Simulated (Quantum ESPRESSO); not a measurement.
Ba under changes of volume

One of the cells (62.989 Å³/atom); the others are scaled copies at fixed shape and fractional positions:

```
Ba
1.0
    -2.50650    2.50650    2.50650
     2.50650   -2.50650    2.50650
     2.50650    2.50650   -2.50650
Ba
1
Direct
  0.00000 0.00000 0.00000
```

```yaml
Program: Quantum ESPRESSO 7.5
Functional: LDA
Potentials_or_basis: PseudoDojo 0.4.1 SR LDA standard
Cutoff: 599 eV
Density_cutoff: 2395 eV
k_mesh: 8 × 8 × 8
Occupations: fermi-dirac, width 0.05 eV
Spin: no spin polarisation
```

| volume (Å³/atom) | energy over the lowest point (meV/atom) | pressure (GPa) |
| --- | --- | --- |
| 59.209 | 0.00 | -0.9 |
| 60.469 | 7.47 | -1.0 |
| 61.729 | 16.22 | -1.2 |
| 62.989 | ? | ? |
| 64.249 | 37.11 | -1.4 |
| 65.508 | 49.02 | -1.5 |
| 66.768 | 61.78 | -1.6 |

What does the run at 62.989 Å³/atom give?

Energy over the lowest point 26.14 meV/atom; pressure -1.3 GPa.

Worked out: A Birch-Murnaghan fit of order 3 (a polynomial in V^(-2/3)) to the other rows has no minimum within the range. It gives 26.14 meV/atom at 62.989 Å³/atom, against the run's 26.14, and -dE/dV = -1.3 GPa, against -1.3.

Energies are extrapolated to zero smearing.

Caveats: this release of the barium file is off.
